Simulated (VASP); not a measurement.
## Tm under changes of volume

One of the cells (31.219 Å³/atom); the others are scaled copies at fixed shape and fractional positions:

```
Tm
1.0
    -1.98360    1.98360    1.98360
     1.98360   -1.98360    1.98360
     1.98360    1.98360   -1.98360
Tm
1
Direct
  0.00000 0.00000 0.00000
```

This isn't the form of Tm at room conditions, which is hcp.

- Program: VASP 6.6.1
- Functional: PBE
- Potentials or basis: VASP PAW PBE potentials, release 64 (Tm)
- Cutoff: 520 eV
- k mesh: 10 × 10 × 10
- Occupations: fermi-dirac, width 0.05 eV
- Spin: collinear spin, ferromagnetic start
- Starting moments: [2.0] μB

```csv
volume (Å³/atom),energy over the lowest point (meV/atom),pressure (GPa),moment (μB per cell)
28.771,?,?,?
29.383,48.10,4.1,1.15
29.995,33.66,3.6,1.15
31.219,12.43,2.2,1.13
31.831,5.20,1.8,1.12
32.444,0.00,1.0,1.12
```

Task: What does the run at 28.771 Å³/atom give?

Result: Energy over the lowest point 65.48 meV/atom; pressure 5.1 GPa; moment 1.16 μB per cell.

Worked out: A Birch-Murnaghan fit of order 3 (a polynomial in V^(-2/3)) to the other rows has no minimum within the range. It gives 65.40 meV/atom at 28.771 Å³/atom, against the run's 65.48, and -dE/dV = 4.9 GPa, against 5.1. A straight line through the other rows of the moment, of slope -0.0116 μB per Å³/atom, extrapolates to 1.16 μB, against the run's 1.16.

Energies are extrapolated to zero smearing.

Caveats: the magnetic or orbital state may not be the lowest.
